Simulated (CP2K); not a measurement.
The system is TiO2.

```xyz
12
Lattice="4.8127 0.0000 0.0000 0.0000 4.8719 0.0000 -0.8629 0.0000 4.9666" Properties=species:S:1:pos:R:3 pbc="T T T"
Ti    1.1513    0.2573    1.0586
Ti    3.2300    2.6932    1.4247
Ti    2.7985    4.6146    3.9080
Ti    0.7198    2.1787    3.5419
O    -0.4276    0.8622    4.2293
O     3.9459    3.2981    3.2206
O     4.3774    4.0097    0.7373
O     0.0039    1.5738    1.7460
O     1.7406    3.6911    2.3183
O     2.6406    1.2552    0.1650
O     2.2092    1.1808    2.6483
O     1.3092    3.6167    4.8016
```

The cell comes from a database or a generator and needn't be the stable form of this composition.

Program: CP2K 2026.2. Alike in all runs: task atomic charges; potentials or basis POTENTIAL_UZH Ti GTH-PBE-q12, O GTH-PBE-q6; DZVP-MOLOPT-PBE-GTH basis; no spin polarisation; cell as given; k mesh 5 × 4 × 4; smearing fermi-dirac 0.05 eV.

Question: Order these runs on this cell by their pressure, lowest first.
A. level optB88-vdW; cutoff of the non-local correlation (Ry) 300
B. level PBE
C. level AM05
D. level LDA
E. level HLE16

Answer: E (-34.0 GPa), D (-6.7 GPa), C (-1.1 GPa), A (3.7 GPa), B (5.4 GPa).

Caveats: the basis of atomic orbitals isn't converged, which shifts pressures, moduli and gaps; the potentials were made for another functional, which shifts forces and pressure (some runs); the potentials were made for a functional far from this one (some runs); the cell as given lies far from equilibrium (some runs).
